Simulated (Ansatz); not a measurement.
Clamped-ion strain scan in Si

These are results of Ansatz 0.2.0, DFT PBE, scalar-relativistic, plane waves, PAW, not measurements. Cutoff 420 eV, Γ-centred 24×24×24 k-points, Gaussian smearing of 0.15 eV. No spin polarisation. Energies are free energies at this smearing, counted from the undisturbed cell; pressure is positive in compression.

Zero of the scan (relaxed at this level; this form isn't the usual structure):

```
Si
1.0
     2.64212    0.00000    0.00000
    -1.32106    2.28814    0.00000
     0.00000    0.00000    2.49691
Si
1
Direct
  0.00000 0.00000 0.00000
```

The cell is strained by ε times the Voigt pattern (0, 0, 0, 1, 0, 0) (xx, yy, zz, yz, xz, xy; engineering shear) with fractional coordinates fixed. The cell is metallic on the mesh throughout.

```csv
ε,ΔE (meV/atom)
-0.1000,32.7
-0.0500,8.4
0.0000,0.0
0.0125,0.5
0.0250,2.1
0.0375,4.7
0.0625,13.1
0.0750,18.8
0.0875,25.4
```

**Question.** Predict the pressure (GPa) at each point.

**Answer.**
```csv
ε,pressure (GPa)
-0.1000,0.1
-0.0500,0.1
0.0000,0.0
0.0125,0.0
0.0250,0.0
0.0375,0.1
0.0625,0.1
0.0750,0.1
0.0875,0.1
```

Cost: 9 runs of about 1.8 core-minutes in all, on Intel Xeon 6975P-C (Granite Rapids) (shared hosts).